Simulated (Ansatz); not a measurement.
Kick test of a cell of Si

The cell was found from a structure generator's guess, not taken from experiment.

Theory: DFT PBE, scalar-relativistic, plane waves, PAW (Ansatz 0.2.0). Cutoff 420 eV; k points 14×14×14 on the computed 3-atom cell (Γ-centred); Gaussian smearing, width 0.10 eV; no spin polarisation.

The cell below (3 atoms, space group Cmmm (No. 65)) is relaxed within its symmetry.

```cif
data_structure
_symmetry_space_group_name_H-M 'P 1'
_symmetry_Int_Tables_number 1
_cell_length_a 4.9858
_cell_length_b 4.9858
_cell_length_c 3.6152
_cell_angle_alpha 90.000
_cell_angle_beta 90.000
_cell_angle_gamma 136.743
_cell_volume 61.58
loop_
_atom_site_label
_atom_site_type_symbol
_atom_site_fract_x
_atom_site_fract_y
_atom_site_fract_z
_atom_site_occupancy
Si1 Si 0.67141 0.32859 0.50000 1
Si2 Si 0.32859 0.67141 0.50000 1
Si3 Si 0.50000 0.50000 0.00000 1
```

For the test a repeat of it with 6 atoms (edges 3.62, 4.99, 7.20 Å) was strained at random (σ = 1.5 % a component), the atoms were moved at random (σ = 0.15 Å), and all was relaxed again on a coarse 6×6×4 mesh (in the run’s order of axes) with 0.20 eV smearing, with no symmetry imposed.

Question: What happens?

Answer: It doesn't return. The energy falls by 184 meV/atom on that mesh, the volume changes by -1.3 %, and the end has space group P2/m (No. 10) at a loose tolerance. Relaxed again on an 8×10×6 mesh with 0.10 eV smearing, the new structure lies 183 meV/atom below the first (mesh in the axes of the run's cell; the cell below is made exact in the group named). Space group P2/m (No. 10), monoclinic, a = 5.012 Å, b = 3.612 Å, c = 6.912 Å, β = 103.6°. Si on its first site has 4 Si at 2.36–2.45 Å; Si on its second site is surrounded by 4 Si at 2.34–2.44 Å; Si on its third site has 5 Si at 2.42–2.45 Å.

```
Si
1.0
     5.01198    0.00000    0.00000
     0.00000    3.61197    0.00000
    -1.62138    0.00000    6.71912
Si
6
Direct
  0.96796 0.50000 0.16482
  0.56242 0.50000 0.67435
  0.43758 0.50000 0.32565
  0.03204 0.50000 0.83518
  0.63783 0.00000 0.16895
  0.36217 0.00000 0.83105
```
